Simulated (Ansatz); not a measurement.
# Sb: a single-point run

Wanted: a converged single-point run for Sb, and a check of what comes out.

Method: DFT, LDA, all-electron LAPW, scalar-relativistic, in Ansatz 0.2.0.

## Step 1: The system as given

The structure is cubic, space group Pm-3m (No. 221). The conventional cell has a = 2.212 Å, b = 2.212 Å, c = 2.212 Å, α = 90.00°, β = 90.00°, γ = 90.00°. Sb (site symmetry m-3m) has 6 Sb at 2.21 Å in its first shell of neighbours.

Structure file:

```xyz
1
Lattice="2.2120 0.0000 0.0000 0.0000 2.2120 0.0000 0.0000 0.0000 2.2120" Properties=species:S:1:pos:R:3 pbc="T T T"
Sb    0.0000    0.0000    0.0000
```

## Step 2: The calculation

File input.yaml:

```yaml
crystal:
  lattice:
    - [2.212, 0.0, 0.0]
    - [0.0, 2.212, 0.0]
    - [0.0, 0.0, 2.212]
  atoms:
    - { symbol: Sb, position: [0.0, 0.0, 0.0] }
kpoints:
  mp_grid: { grid: [13, 13, 13] }
  band_path:
    path:
      - [0.0, 0.0, 0.0]
      - [0.0, 0.5, 0.0]
      - [0.5, 0.5, 0.0]
      - [0.0, 0.0, 0.0]
      - [0.5, 0.5, 0.5]
      - [0.0, 0.5, 0.0]
      - [0.5, 0.5, 0.5]
      - [0.5, 0.5, 0.0]
    npoints: 5
scf:
  occupations: { method: fermi_dirac, width: 0.05 }
  max_iter: 100
hamiltonian:
  xc: lda
  pseudopotentials: { kind: all_electron, lapw: { basis_error: 0.001 } }
output:
  forces: true
  stress: true
  eigenvalues: true
```

Started as:

```sh
ansatz run input.yaml --threads 1 --pin off --max-ram 2048MiB --backend cpu --events-out ev --progress --plain --runs-dir out
```

What happens when this is run?

The program finished normally. It gives a pressure of 551 GPa, which is large; a structure far from rest gives such values too, whatever the setting.

All distances are much too short, so cores begin to overlap. The shortest distance in the input is 2.21 Å.

Remedy: restore the intended size.
